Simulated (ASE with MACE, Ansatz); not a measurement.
# Germane on hydroxylated alpha-Al2O3(0001): reaction energies

Which steps of the reaction of germane with hydroxylated alpha-Al2O3(0001) release energy, and how far does that hang on the level of theory?

Calculated with Ansatz 0.2.0: Kohn-Sham DFT, PBE+D3(BJ), PAW (set soft_2), plane waves; cutoff 420 eV, fermi-dirac smearing of 0.025 eV (for the slabs). Every cell is relaxed with this functional, then solved at fixed geometry with r2SCAN+D4, PBE+D3(BJ) on a denser mesh, PBE, RPBE+D3(BJ) and HSE06+D3(BJ). Cutoffs: 420 eV for PBE+D3(BJ), PBE, RPBE+D3(BJ) and HSE06+D3(BJ); 500 eV for r2SCAN+D4.

**The cells**

The cell holds 76 atoms: 16 Al, 36 O and 24 H. Cell: a = 9.580 Å, b = 9.580 Å, c = 22.300 Å, α = 90.0°, β = 90.0°, γ = 120.0°. It derives from Al2O3 (hydroxylated alpha-Al2O3(0001)). The starting structure: Corundum (0001), 2 x 2 cells, three layers of O, the outer two all OH (lattice constants typed as starting values near PBE's), about 15 Å of vacuum, lower atoms held. Vacuum lies along c. 32 atoms are held.

- Germane on hydroxylated alpha-Al2O3(0001): one whole molecule of germane lowered over an O-H group, eased by MACE.
- Germane after losing H2 on hydroxylated alpha-Al2O3(0001): the H of one O-H group replaced by the Ge fragment of germane less one ligand, eased by MACE.

Molecules sit alone in boxes of 11 to 14 Å, at Γ at every level, with a smearing of 0.01 eV.

The input of the single point on the relaxed bare surface:

```yaml
crystal:
  lattice:
    - [9.58, 0.0, 0.0]
    - [-4.79, 8.29652, 0.0]
    - [0.0, 0.0, 22.3]
  atoms:
    - { symbol: Al, position: [0.00466, 0.99967, 0.14506] }
    - { symbol: Al, position: [0.34142, 0.17341, 0.22808] }
    - { symbol: Al, position: [0.17243, 0.33447, 0.1296] }
    - { symbol: Al, position: [0.17153, 0.3337, 0.24452] }
    [... 70 atom lines left out ...]
    - { symbol: H, position: [0.75832, 0.74072, 0.31756] }
    - { symbol: H, position: [0.75941, 0.51138, 0.31848] }
kpoints:
  mp_grid: { grid: [1, 1, 1] }
hamiltonian:
  xc: pbe
  dispersion: d3bj
scf:
  occupations: { method: fermi_dirac, width: 0.025 }
output:
  forces: true
  populations: true
  dos:
    method: { smearing: { sigma: 0.08 } }
    de: 0.1
    projected:
      site_lists:
        Al: [Al]
        H: [H]
        O: [O]
        slab: [... 76 sites ...]
  eigenvalues: true
  write_density: true
  write_potential: true
  volumetric_format: npy
```

| cell | formula | k-mesh | relaxation steps | gain on relaxing (eV) | free energy, PBE+D3(BJ) (eV) | Kohn-Sham gap (eV) | time of its runs on this page |
| --- | --- | --- | --- | --- | --- | --- | --- |
| hydroxylated alpha-Al2O3(0001) | Al16H24O36 | 1×1×1 | 3 | 0.02 | -29478.692 | 4.34 | 3.5 min |
| germane on hydroxylated alpha-Al2O3(0001) | Al16GeH28O36 | 1×1×1 | 11 | 0.09 | -33836.916 | 4.21 | 4.6 min |
| germane after losing H2 on hydroxylated alpha-Al2O3(0001) | Al16GeH26O36 | 1×1×1 | 6 | 0.11 | -33804.948 | 4.26 | 4.1 min |
| H2 | H2 | 1×1×1 | 4 | 0.02 | -31.747 | 10.19 | 17 s |
| germane | GeH4 | 1×1×1 | 3 | 0.03 | -4357.969 | 7.48 | 39 s |

The gap is that between the highest filled and lowest empty Kohn-Sham level; a dash marks none computed or no clear gap. Times come from shared hosts and are rough.

**Reaction energies**

Products less reactants, from the free energies above and their like at the other levels, in eV; negative values release energy:

```
                                                  change  PBE+D3(BJ)  r2SCAN+D4  PBE+D3(BJ), denser mesh    PBE  RPBE+D3(BJ)  HSE06+D3(BJ)
                                   adsorption of germane       -0.26      -0.22                    -0.26  -0.01        -0.27         -0.28
ligand exchange: surface + germane → bound fragment + H2       -0.03      -0.07                    -0.04   0.30        -0.41         -0.08
```

Worked for the first row at PBE+D3(BJ): (-33836.916) − (-29478.692) − (-4357.969) = -0.255 eV (from unrounded energies).

**What the relaxations did**

Bonds are pairs closer than 1.18 times the sum of covalent radii; a bond counts as made or broken only if it crosses from under that bound to over 1.3 times, or back. All concern the added atoms.

| cell | bonds to the surface at the end | nearest contact (Å) | made in DFT | broken in DFT | largest move (Å) |
| --- | --- | --- | --- | --- | --- |
| germane on hydroxylated alpha-Al2O3(0001) | none | H–H 2.25 | none | none | 1.09 |
| germane after losing H2 on hydroxylated alpha-Al2O3(0001) | 1 Ge–O | Ge–O 1.79 | none | none | 0.27 |

**Findings**

Row 1 releases 0.26 eV at PBE+D3(BJ). The molecule stays whole, with no bond to the surface by this rule. At the same geometries the levels give -0.28 (HSE06+D3(BJ)) to -0.01 eV (PBE), the denser mesh leaves it within 0.01 eV and the D3 term supplies -0.25 eV of it. Row 2 releases 0.03 eV at PBE+D3(BJ). At the same geometries the levels give -0.41 (RPBE+D3(BJ)) to 0.30 eV (PBE), so its sign hangs on the dispersion term, the denser mesh leaves it within 0.01 eV and the D3 term supplies -0.33 eV of it. Counted from the adsorbed state, the exchange costs 0.22 eV, with the by-product taken away as gas.

Limits: These are static energies with no barriers, zero-point energy or heat. Where a gas molecule is taken up, its entropy is lost, which at room temperature and above is worth several tenths of an eV to over 1 eV a molecule and isn't counted. All slabs, the starting one too, were first eased by a machine-learned potential, and one starting arrangement a cell was relaxed; others may lie lower. Only one face is changed, and the cells carry no dipole correction. Levels with D3 or D4 differ in the size of their dispersion terms as well as in the functional. In some runs the program notes that the exchange-correlation potential is rough where the density is thin.

[Logs are printed without paths, hosts, clocks, repeated set-up lines and the standing remarks that a program may print on its own settings, such as how far it seeks lower states.]

[Hosts, paths, dates, database ids (printed as entryN), source tags and the programs' standing remarks are cut or masked in the printed files.]
